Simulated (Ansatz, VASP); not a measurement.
# CsH: VASP beside Ansatz

Wanted: the spread between two codes on one cell, functional and k mesh. The cell is generated by rule, not measured, and may not be a known phase. Of the first pair: The cell is taken from a series of runs on this material, whose earlier steps may have relaxed, scaled, displaced or heated it; both programs get it as it stands.

Calculated with Ansatz 0.2.0; plane waves, with VASP 6.6.1 beside it; relaxation of cell and atoms at PBEsol.

**1. Starting point**

The structure is hexagonal, space group P6_3/mmc (No. 194). Conventional cell: a = 4.283 Å, b = 4.283 Å, c = 7.686 Å, α = 90.00°, β = 90.00°, γ = 120.00°. Nearest to Cs lie 6 H at 3.13 Å. Nearest to H lie 6 Cs at 3.13 Å. Farther neighbours are not listed.

Structure file:

```xyz
4
Lattice="4.2834 0.0000 0.0000 -2.1417 3.7095 0.0000 0.0000 0.0000 7.6856" Properties=species:S:1:pos:R:3 pbc="T T T"
Cs    0.0000    0.0000    0.0000
Cs    0.0000    0.0000    3.8428
H     0.0000    2.4730    1.9214
H     2.1417    1.2365    5.7642
```

**2. VASP: relaxation of cell and atoms, PBEsol, pair 1**

The relaxed volume is the usual yardstick between codes: in a stiff, nearly cubic crystal its relative difference is about their pressure difference at one cell divided by the bulk modulus.

Lines of VASP's logs that name or quote its potential files are left out, and so is its time.

File INCAR:

```
SYSTEM = CsH
PREC = Accurate
ENCUT = 500
EDIFF = 1E-07
NELM = 120
ISMEAR = 0
SIGMA = 0.02
LREAL = .FALSE.
ALGO = Normal
GGA = PS
NBANDS = 16
LORBIT = 11
LWAVE = .FALSE.
LCHARG = .FALSE.
ISIF = 3
IBRION = 2
NSW = 80
EDIFFG = -0.005
LASPH = .TRUE.
GGA_COMPAT = .FALSE.
NELMIN = 4
EFERMI = MIDGAP
KPAR = 2
```

File POSCAR:

```
CsH
1.0
    4.2834120000     -0.0000030000      0.0000000000
   -2.1417040000      3.7095450000      0.0000000000
    0.0000000000      0.0000000000      7.6855600000
Cs H
2 2
Direct
    0.0000000000      0.0000000000      0.0000000000
    0.0000000000      0.0000000000      0.5000000000
    0.3333334890      0.6666666667      0.2500000000
    0.6666667445      0.3333333333      0.7500000000
```

File KPOINTS:

```
Automatic mesh
0
Gamma
6 6 4
0 0 0
```

PAW data sets: Cs_sv and H (PBE family, release 64).

Run with:

```sh
mpirun -np 2 vasp_std
```

Numbers of over 12 decimals in the logs are rounded to 6 here.

The log of the run:

```text
[banner, memory and clock lines left out]
running    2 mpi-ranks, on    1 nodes
 distrk:  each k-point on    1 cores,    2 groups
 distr:  one band on    1 cores,    1 groups

 POSCAR found type information on POSCAR CsH
 POSCAR found :  2 types and       4 ions
|                                                                             |
|               ----> ADVICE to this user running VASP <----                  |
|                                                                             |
|     You enforced a specific xc type in the INCAR file but a different       |
|     [... a line on the potential file left out ...]
|     I HOPE YOU KNOW WHAT YOU ARE DOING!                                     |
|                                                                             |

 LDA part: xc-table for (Slater+PW92), standard interpolation
 POSCAR, INCAR and KPOINTS ok, starting setup
 FFT: planning ... GRIDC
 FFT: planning ... GRID_SOFT
 FFT: planning ... GRID
 WAVECAR not read
 entering main loop
       N       E                     dE             d eps       ncg     rms          rms(c)
DAV:   1     0.112577446621E+03    0.11258E+03   -0.77897E+03   672   0.995E+02
DAV:   2    -0.126603360253E+00   -0.11270E+03   -0.10940E+03   880   0.163E+02
DAV:   3    -0.104573047927E+02   -0.10331E+02   -0.10318E+02   896   0.577E+01
DAV:   4    -0.105557768391E+02   -0.98472E-01   -0.98450E-01   864   0.671E+00
DAV:   5    -0.105564472039E+02   -0.67036E-03   -0.67034E-03   936   0.522E-01    0.488E+00
DAV:   6    -0.930035863100E+01    0.12561E+01   -0.18674E+00   728   0.418E+00    0.204E+00
DAV:   7    -0.904268477869E+01    0.25767E+00   -0.16977E+00   760   0.364E+00    0.846E-01
DAV:   8    -0.907764062830E+01   -0.34956E-01   -0.12622E-01   800   0.135E+00    0.427E-01
DAV:   9    -0.906818585086E+01    0.94548E-02   -0.42943E-02   912   0.639E-01    0.660E-02
DAV:  10    -0.906874082647E+01   -0.55498E-03   -0.31352E-03   840   0.218E-01    0.777E-02
DAV:  11    -0.906874882279E+01   -0.79963E-05   -0.30566E-04   832   0.729E-02    0.317E-02
DAV:  12    -0.906870196347E+01    0.46859E-04   -0.36454E-04   824   0.584E-02    0.547E-03
DAV:  13    -0.906870274073E+01   -0.77726E-06   -0.15890E-05   928   0.156E-02    0.137E-03
DAV:  14    -0.906870299359E+01   -0.25286E-06   -0.80223E-07   728   0.316E-03    0.828E-04
DAV:  15    -0.906870292379E+01    0.69803E-07   -0.14989E-07   736   0.142E-03
   1 F= -.90687029E+01 E0= -.90687029E+01  d E =-.906870E+01
 curvature:   0.00 expect dE= 0.000E+00 dE for cont linesearch  0.000E+00
 trial: gam= 0.00000 g(F)=  0.261E-43 g(S)=  0.221E-04 ort = 0.000E+00 (trialstep = 0.100E+01)
 search vector abs. value=  0.221E-04
 bond charge predicted
       N       E                     dE             d eps       ncg     rms          rms(c)
DAV:   1    -0.906879665304E+01   -0.93659E-04   -0.16524E-03   720   0.216E-01    0.361E-02
DAV:   2    -0.906874160550E+01    0.55048E-04   -0.77739E-05   808   0.489E-02    0.177E-02
DAV:   3    -0.906872267808E+01    0.18927E-04   -0.72764E-05   752   0.428E-02    0.416E-03
DAV:   4    -0.906872246577E+01    0.21230E-06   -0.22649E-06   840   0.747E-03    0.323E-03
DAV:   5    -0.906872178712E+01    0.67865E-06   -0.60195E-07   832   0.337E-03    0.855E-04
DAV:   6    -0.906872171397E+01    0.73155E-07   -0.37381E-08   528   0.102E-03
   2 F= -.90687217E+01 E0= -.90687217E+01  d E =-.187902E-04
 trial-energy change:   -0.000019  1 .order   -0.000019   -0.000022   -0.000016
 step:   3.4280(harm=  3.4280)  dis= 0.00000  next Energy=    -9.068741 (dE=-0.378E-04)
 bond charge predicted
       N       E                     dE             d eps       ncg     rms          rms(c)
DAV:   1    -0.906917596464E+01   -0.45418E-03   -0.96857E-03   720   0.523E-01    0.872E-02
DAV:   2    -0.906885060023E+01    0.32536E-03   -0.45386E-04   736   0.118E-01    0.429E-02
DAV:   3    -0.906873954659E+01    0.11105E-03   -0.42372E-04   728   0.103E-01    0.100E-02
DAV:   4    -0.906873941415E+01    0.13244E-06   -0.13548E-05   752   0.181E-02    0.780E-03
DAV:   5    -0.906873768164E+01    0.17325E-05   -0.34369E-06   824   0.800E-03    0.217E-03
DAV:   6    -0.906873748354E+01    0.19810E-06   -0.23167E-07   696   0.249E-03    0.151E-03
DAV:   7    -0.906873746376E+01    0.19774E-07   -0.49056E-07   608   0.210E-03
   3 F= -.90687375E+01 E0= -.90687375E+01  d E =-.345400E-04
 curvature:  -1.71 expect dE=-0.802E-06 dE for cont linesearch -0.666E-06
 trial: gam= 0.00000 g(F)=  0.336E-43 g(S)=  0.468E-06 ort =-0.293E-05 (trialstep = 0.149E+01)
 search vector abs. value=  0.468E-06
 reached required accuracy - stopping structural energy minimisation
```

Parts of OUTCAR (step 2):

```text
ion  position               nearest neighbor table
   1  0.000  0.000  0.000-
   2  0.000  0.000  0.500-
   3  0.333  0.667  0.250-
   4  0.667  0.333  0.750-

  LATTYP: Found a hexagonal cell.
 ALAT       =     4.2834120000
 C/A-ratio  =     1.7942612105

 Subroutine GETGRP returns: Found 24 space group operations
 (whereof 12 operations were pure point group operations)

The static configuration has the point symmetry D_3d.
 The point group associated with its full space group is D_6h.

 Found     21 irreducible k-points:

   k-points           NKPTS =     21   k-points in BZ     NKDIM =     21   number of bands    NBANDS=     16

   dimension x,y,z NGX =    32 NGY =   32 NGZ =   56
   dimension x,y,z NGXF=    64 NGYF=   64 NGZF=  112

   ENCUT  =  500.0 eV  36.75 Ry    6.06 a.u.   7.81  7.81 14.01*2*pi/ulx,y,z

   NELECT =      20.0000    total number of electrons

 k-points in reciprocal lattice and weights: Automatic mesh
   0.00000000  0.00000000  0.00000000       0.007
   0.16666667 -0.00000000  0.00000000       0.042
   0.33333333 -0.00000000  0.00000000       0.042
   0.50000000 -0.00000000  0.00000000       0.021
   0.16666667  0.16666667  0.00000000       0.042
   0.33333333  0.16666667  0.00000000       0.083
   0.33333333  0.33333333  0.00000000       0.014
   0.00000000  0.00000000  0.25000000       0.014
   0.16666667 -0.00000000  0.25000000       0.083
[...]
0.33333333  0.16666667  0.50000000       0.083
   0.33333333  0.33333333  0.50000000       0.014

 average (electrostatic) potential at core
       1 -50.5976       2 -50.5976       3 -32.3755       4 -32.3755

 E-fermi :   1.3166

 k-point     1 :       0.0000    0.0000    0.0000
  band No.  band energies     occupation
    ...
      6      -7.5310      2.00000
      7      -7.5310      2.00000
      8      -7.4089      2.00000
      9      -1.5715      2.00000
     10       0.1820      2.00000
     11       2.7343      0.00000
     12       3.7249      0.00000
     13       5.1653      0.00000
     14       5.1653      0.00000
     15       6.1475      0.00000
    ...

 k-point     2 :       0.1667   -0.0000    0.0000
  band No.  band energies     occupation
    ...
      6      -7.7375      2.00000
      7      -7.5806      2.00000
      8      -7.3820      2.00000
      9      -1.1739      2.00000
     10      -0.1072      2.00000
     11       3.3515      0.00000
     12       3.9789      0.00000
     13       4.3635      0.00000
     14       5.5597      0.00000
     15       5.5869      0.00000
    ...

 k-point     3 :       0.3333   -0.0000    0.0000
  band No.  band energies     occupation
    ...
      6      -7.8435      2.00000
      7      -7.6766      2.00000
      8      -7.3274      2.00000
      9      -0.8369      2.00000
     10      -0.1377      2.00000
     11       2.9816      0.00000
     12       3.8766      0.00000
     13       4.2036      0.00000
     14       5.3766      0.00000
     15       5.5093      0.00000
    ...

  Total       -0.0006265     -0.0006265     -0.0061666      0.0000000      0.0000000     -0.0000000
  in kB       -0.0081958     -0.0081958     -0.0806748      0.0000000      0.0000000     -0.0000000
  external PRESSURE =      -0.0323554 kB  Pullay stress =       0.0000000 kB

  energy-cutoff  :      500.00
  volume of cell :      122.47
      direct lattice vectors                 reciprocal lattice vectors
     4.286289715 -0.000003002  0.000000000     0.233302103  0.134696856  0.000000000
    -2.143142857  3.712037176  0.000000000     0.000000189  0.269393963  0.000000000
    -0.000000000  0.000000000  7.697027684    -0.000000000 -0.000000000  0.129920281

 POSITION                                       TOTAL-FORCE (eV/Angst)
 -----------------------------------------------------------------------------------
     -0.00000      0.00000      0.00000         0.000000      0.000000      0.000000
     -0.00000      0.00000      3.84851         0.000000      0.000000      0.000000
      0.00000      2.47469      1.92426        -0.000000      0.000000      0.000000
      2.14315      1.23734      5.77277         0.000000     -0.000000     -0.000000
 -----------------------------------------------------------------------------------
    total drift:                               -0.000043      0.000000      0.000000

  FREE ENERGIE OF THE ION-ELECTRON SYSTEM (eV)
  ---------------------------------------------------
  free  energy   TOTEN  =        -9.0687374638 eV

  energy  without entropy=       -9.0687374638  energy(sigma->0) =       -9.06873746

 reached required accuracy - stopping structural energy minimisation

 total charge
# of ion       s       p       d       tot
------------------------------------------
    1        1.850   4.680   0.042   6.573
    2        1.850   4.680   0.042   6.573
    3        0.477   0.000   0.000   0.477
    4        0.477   0.000   0.000   0.477
--------------------------------------------------
tot          4.654   9.361   0.084  14.099

[... 3 further parts left out ...]
```

CONTCAR:

```
CsH
   1.00000000000000
     4.2862897154333464   -0.0000030024794470    0.0000000000000000
    -2.1431428567748214    3.7120371756944590    0.0000000000000000
    -0.0000000000000000    0.0000000000000000    7.6970276842074572
  Cs              H
     2     2
Direct
     0.0000000000000000    0.0000000000000000    0.0000000000000000
     0.0000000000000000    0.0000000000000000    0.5000000000000000
     0.3333334889999975    0.6666666667000030    0.2500000000000000
     0.6666667444999987    0.3333333332999970    0.7500000000000000
```

The run keeps the 24 symmetry operations of its start, so it cannot find a distortion of lower symmetry.

**3. Ansatz: relaxation of cell and atoms, PBEsol, pair 1**

Ansatz runs on its default PAW (the set named soft_2) files.

The same cell, functional, mesh and smearing now go to Ansatz, which takes its cutoff from its data sets.

File input.yaml:

```yaml
crystal:
  lattice:
    - [4.2834121956, -2.9361e-06, 0.0]
    - [-2.1417035551, 3.7095452443, 0.0]
    - [0.0, 0.0, 7.685559939]
  atoms:
    - { symbol: Cs, position: [0.0, 0.0, 0.0] }
    - { symbol: Cs, position: [0.0, 0.0, 0.5] }
    - { symbol: H, position: [0.3333333333, 0.6666666667, 0.25] }
    - { symbol: H, position: [0.6666666667, 0.3333333333, 0.75] }
kpoints:
  mp_grid: { grid: [6, 6, 4] }
hamiltonian:
  xc: pbesol
scf:
  occupations: { method: gaussian, width: 0.02 }
output:
  forces: true
  stress: true
  eigenvalues: true
relax:
  adjacent_minimum: "off"
  f_tol: 0.005
  max_steps: 80
  cell: { stress_tol: 0.05 }
```

Run with:

```sh
ansatz run input.yaml --threads 4 --pin off --max-ram 7168MiB --backend cpu --events-out ev --progress --plain --runs-dir out
```

The log of the run:

```text
Engine: ansatz 0.2.0, aarch64-unknown-linux-gnu
Pseudopotentials: kind: paw
Pseudopotential: Cs, paw, valence charge 9, recommended cutoff 420 eV (normal), Cs.paw.azcp
Pseudopotential: H, paw, valence charge 1, recommended cutoff 420 eV (normal), H.paw.azcp
Functional definition: PBEsol
  exchange = pbesol_x
  correlation = pbesol_c
Crystal: 4 atoms, lattice volume = 122.120 Å³
Basis set: ecut = 420 eV, 2383 PW (Γ), exchange–correlation on 60×60×108 points (8 copies of the dense FFT grid, shifted against one another)
Bands: 14, of which v1, the nominal top of the filled ones, is band 10 counted from 1 (9 counted from 0)
Symmetry: 24 space group operations
Space group: P63/mmc (ITA 194), of the structure as read, at distance tolerance 5.0e-5 Å
k-points: 21 of 144
Non-local potential: Cs, projectors of the file, l = 0: 3, l = 1: 2, l = 2: 2, l = 3: 2
Non-local potential: H, projectors of the file, l = 0: 2, l = 1: 1
PAW form: soft (Blöchl's): semilocal exchange-correlation on the pseudo side does not see the compensation charge
PAW frozen core: Cs, regenerated for the run's functional, and the local potential with it (the file was generated under x = pbe(κ = 0.804, μ = 0.219515), c = pbe(β = 0.066725))
PAW one-centre angular grid: Cs, 194 points (default); XC on 64 Gauss nodes
PAW one-centre angular grid: H, 110 points (default); XC on 64 Gauss nodes
Initial density: superposition of atomic densities (neutral atoms: chi_scale 0, normalization atom), corrected by the library's trained network
Initial wavefunctions: pseudopotential atomic-orbital guess
Functional: x = pbesol(κ = 0.804, μ = 0.123457), c = pbesol(β = 0.046)
SCF iter   1: F=—  HF=-11203.501059 eV  |F-HF|=—  |Δ(HF+E_count)|=         —  Δρ=4.69e-3  dr2=2.92e-2  ethr=1.77e-3  ⟨swp⟩=6.6  Hψ=1868  notcnv=0
preconditioner: auto → Resta (q_TF=auto, 2.018 Å⁻¹)  ε∞=2.7  [insulator: Δε(μ)=1.883 eV  Ē_g=10.357 eV  σ=0.020 eV  W_gap=1.00  n_scr=22 (ndim 8)  ℏωp=13.4 eV  f_vac=0.029  D(μ)=0.00/eV (n_scr^D=0)  ε∞_Penn≈2.7]
SCF iter   2: F=—  HF=-11203.493119 eV  |F-HF|=—  |Δ(HF+E_count)|=   7.94e-3  Δρ=1.64e-3  dr2=3.87e-3  ethr=1.46e-4  ⟨swp⟩=2.0  Hψ=542  notcnv=0
SCF iter   3: F=—  HF=-11203.492240 eV  |F-HF|=—  |Δ(HF+E_count)|=   8.79e-4  Δρ=2.05e-4  dr2=6.85e-5  ethr=1.94e-5  ⟨swp⟩=2.0  Hψ=410  notcnv=0
SCF iter   4: F=—  HF=-11203.492310 eV  |F-HF|=—  |Δ(HF+E_count)|=   7.06e-5  Δρ=6.94e-5  dr2=8.43e-6  ethr=3.43e-7  ⟨swp⟩=2.4  Hψ=387  notcnv=0
SCF iter   5: F=—  HF=-11203.492326 eV  |F-HF|=—  |Δ(HF+E_count)|=   1.54e-5  Δρ=1.08e-5  dr2=1.86e-7  ethr=4.21e-8  ⟨swp⟩=2.0  Hψ=460  notcnv=0
SCF iter   6: F=-11203.492326 eV  HF=-11203.492326 eV  |F-HF|=8.53e-9  |Δ(HF+E_count)|=   5.70e-7  Δρ=2.21e-6  dr2=8.66e-9  ethr=5.00e-10  ⟨swp⟩=6.6  Hψ=1510  notcnv=0
SCF 1 converged in 6 iterations: F = -11203.492326 eV  dr2 = 8.66e-9
  greatest PAW one-centre occupation: 0.927 electrons in one spin orbital (limit 2), on the Cs atom at site 1 (counted from 0), in its partial waves of l = 0
relax step   1: F+E_penalty+E_count = -11203.49232637 eV  Δ(F+E_penalty+E_count) = +0.000e0 eV  max|allowed force component| = 1.084e-19 eV/Å  Δτ_max = 0.0000 Å  P = +0.004 GPa  Ω = 122.120 Å³  (6 SCF iters, dr2 threshold 1.00e-7 eV, accepted)
Initial density: handed on by an earlier stage of this run
Initial wavefunctions: pseudopotential atomic-orbital guess (no wavefunctions were taken with the density)
iter 1 solved again at ethr=4.85e-7 eV; its pass at ethr=3.10e-3 eV (dr2=9.70e-5 eV) is discarded
SCF iter   1: F=—  HF=-11203.492324 eV  |F-HF|=—  |Δ(HF+E_count)|=         —  Δρ=2.21e-6  dr2=8.31e-9  ethr=4.85e-7  ⟨swp⟩=3.7  Hψ=2736  notcnv=0
eigensolver tolerance schedule: the retry pair's looser diagonalisation over-reported the residual by 11664.76 of it (diagonalisation noise at an unbounded share of the residual, at the tolerance the schedule requests for it); recorded, not acted on — ethr = c·dr2/N_el stays at c = 1.0e-1
preconditioner: auto → Resta (q_TF=auto, 2.018 Å⁻¹)  ε∞=2.7  [insulator: Δε(μ)=2.001 eV  Ē_g=10.354 eV  σ=0.020 eV  W_gap=1.00  n_scr=22 (ndim 8)  ℏωp=13.4 eV  f_vac=0.020  D(μ)=0.00/eV (n_scr^D=0)  ε∞_Penn≈2.7]
SCF iter   2: F=—  HF=-11203.492326 eV  |F-HF|=—  |Δ(HF+E_count)|=   2.06e-6  Δρ=1.32e-6  dr2=3.11e-9  ethr=4.16e-11  ⟨swp⟩=2.4  Hψ=551  notcnv=0
SCF iter   3: F=—  HF=-11203.492326 eV  |F-HF|=—  |Δ(HF+E_count)|=   5.42e-9  Δρ=3.17e-7  dr2=1.30e-10  ethr=1.55e-11  ⟨swp⟩=2.0  Hψ=467  notcnv=0
SCF iter   4: F=-11203.492326 eV  HF=-11203.492326 eV  |F-HF|=4.55e-11  |Δ(HF+E_count)|=  2.98e-10  Δρ=9.31e-8  dr2=1.82e-11  ethr=1.00e-12  ⟨swp⟩=4.7  Hψ=1121  notcnv=0
SCF 2 converged in 4 iterations: F = -11203.492326 eV  dr2 = 1.82e-11
relax step   2: F+E_penalty+E_count = -11203.49232638 eV  Δ(F+E_penalty+E_count) = -2.545e-9 eV  max|allowed force component| = 1.626e-19 eV/Å  Δτ_max = 0.0000 Å  P = +0.004 GPa  Ω = 122.120 Å³  stress off target by 8.22e-3 GPa  SCF on the basis re-selected at this cell (its energy is not comparable with the rows above)  (4 SCF iters)
basis re-selected at this cell: Δ(F+E_penalty+E_count) = -2.545e-9 eV, ΔP = -0.000 GPa vs the last step (what re-selecting the basis moved, of the pressure what is left beyond the Pulay correction that the steps carried, after the strain that the cell walked since its last selection, with what the two solves' SCF thresholds leave and, on support functions, any second-order correction that the steps lacked; it is no m [...]
SCF converged after 4 iterations
Free energy (F): -11203.492326 eV
Harris-Foulkes:  -11203.492326 eV  (|F-HF|=4.55e-11)
Internal energy: -11203.492326 eV  (E = F + TS)
E sigma→0 (E₀):  -11203.492326 eV
Fermi energy:    4.701229 eV
--- Per-component energies (eV) ---
  E_band       = -115.030386
  E_kinetic    = 310.766266
  E_local      = -519.533992  (includes V_loc(G=0)·N_el)
  E_nonlocal   = 64.845787
  E_hartree    = 174.512592
  E_xc         = -363.347731
  E_vxc        = -275.695586  (∫ρ·V_xc dr)
  E_paw        = -9967.789309  (= ΣΔE_a)
  E_vpaw       = -44.436020  (= ΣTr[D̂ρ^β])
  E_aug_tail   = -0.002066  (compensation charges beyond the density's cutoff)
  E_ewald      = -903.232194
  E_core_change = 0.288320  (= ΣΔE_core)
  E_smearing   = -0.000000  (= −TS)
  E_closure    = 0.000000  (closes the sum)
  Σ components = -11203.492326   (vs F -11203.492326, Δ=0.00e0)
--- Forces (eV/Å), atoms counted from 1 ---
  atom   1  Cs     0.00000000     0.00000000     0.00000000
  atom   2  Cs     0.00000000    -0.00000000     0.00000000
  atom   3  H      0.00000000    -0.00000000     0.00000000
  atom   4  H     -0.00000000     0.00000000     0.00000000
  max |Σ_I F_I| component: 7.23e-20 eV/Å
--- Stress (GPa, compression-positive) ---
        0.002193      -0.000000       0.000000
       -0.000000       0.002193       0.000000
        0.000000       0.000000       0.008224
  P = ⅓ Tr σ = 0.0042 GPa (0.042 kbar)
--- Band table (eV; the first three rows and the last of 21) ---
  k-point 0: bands = [... 6 lower, -4.1308, -4.0070, 1.8147, 3.5595, 6.1339, 7.1204, 8.5574, 8.5574]
  k-point 1: bands = [... 6 lower, -4.1539, -4.1539, 2.0611, 3.2422, 6.5174, 7.3076, 8.6664, 8.6664]
  k-point 2: bands = [... 6 lower, -4.2089, -4.2089, 2.6263, 2.6263, 7.1851, 7.1851, 8.9653, 8.9653]
  k-point 20: bands = [... 6 lower, -4.5828, -4.5828, 3.0804, 3.0804, 7.0167, 7.0167, 8.9183, 8.9183]
--- Relaxed structure (1 steps of the walk, 1 accepted, 1 SCFs on fresh bases) ---
  F+E_penalty+E_count = -11203.49232638 eV   max|allowed force component| = 1.626e-19 eV/Å   (the final SCF, on the basis selected at the relaxed cell)
  cell:  # Å, volume = 122.1197 Å³
    - [4.283412, -2.936078529768364e-6, 0.0]
    - [-2.141704, 3.709545, 0.0]
    - [0.0, 0.0, 7.685559939]
  atoms:
    - { symbol: Cs, position: [0.0, 0.0, 0.0] }
    - { symbol: Cs, position: [0.0, 0.0, 0.5] }
    - { symbol: H, position: [0.333333, 0.666667, 0.25] }
    - { symbol: H, position: [0.666667, 0.333333, 0.75] }
```

The column dr2 measures how far the density is from self-consistency, as an energy; F and HF (Harris–Foulkes) agree once it is small.

(Continued in part 2 of 2.)

[Lines on the potential files, build, host, timing and source positions are cut from VASP's logs without a mark.]

[Logs are printed without paths, hosts, clocks, repeated set-up lines and the standing remarks that a program may print on its own settings, such as how far it seeks lower states.]

[Hosts, paths, dates, database ids (printed as entryN), source tags and the programs' standing remarks are cut or masked in the printed files.]
